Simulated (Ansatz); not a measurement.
# ZrO2: the cost of one run

Computed with Ansatz 0.2.0 (DFT LDA, all-electron LAPW, scalar-relativistic unless said, unless a step's input says otherwise).

The COD entry's cell or inner coordinates are ideal or old and differ from later refinements, so a difference from it is no clean test against experiment.

### Step 1. Starting point

The structure is cubic, space group Fm-3m (No. 225). Conventional cell: a = 5.026 Å, b = 5.026 Å, c = 5.026 Å, α = 90.00°, β = 90.00°, γ = 90.00°. Around Zr (site symmetry m-3m) lie 8 O at 2.18 Å. O (site symmetry -43m) has 4 Zr at 2.18 Å as nearest neighbours.

As a file:

```xyz
3
Lattice="2.5131 2.5131 0.0000 -2.5131 2.5131 0.0000 0.0000 2.5131 2.5131" Properties=species:S:1:pos:R:3 pbc="T T T"
Zr    0.0000    0.0000    0.0000
O    -1.2566    3.7697    1.2566
O     1.2566    3.7697    1.2566
```

Cartesian axes are those of the input's lattice vectors. The structure goes back to a database entry.

### Step 2. Reference run, fine mesh, LAPW

File input.yaml:

```yaml
crystal:
  lattice:
    - [2.51311577918, 2.51311577918, 0.0]
    - [-2.51311577918, 2.51311577918, 0.0]
    - [0.0, 2.51311577918, 2.51311577918]
  atoms:
    - { symbol: Zr, position: [0.0, 0.0, 0.0] }
    - { symbol: O, position: [0.25, 0.75, 0.5] }
    - { symbol: O, position: [0.75, 0.25, 0.5] }
kpoints:
  mp_grid: { grid: [8, 8, 8] }
scf:
  occupations: { method: fixed }
hamiltonian:
  xc: lda
  pseudopotentials: { kind: all_electron, lapw: { basis_error: 0.001 } }
output:
  forces: true
  stress: true
  eigenvalues: true
  eigenstates:
    nscf_kmesh: { grid: [12, 12, 12] }
    de_dk: true
    e_range: [-9, 13.34806170261]
checkpoint:
  write: ck
  write_wavefunctions: false
```

On the command line:

```console
> ansatz run input.yaml --threads 1 --pin off --max-ram 3072MiB --backend cpu --events-out ev --progress --plain --runs-dir out
```

What time and memory should one allow on 1 thread of Intel Xeon Platinum 8488C (Sapphire Rapids), shared host?

About 16 s, with a peak of 0.36 GiB.
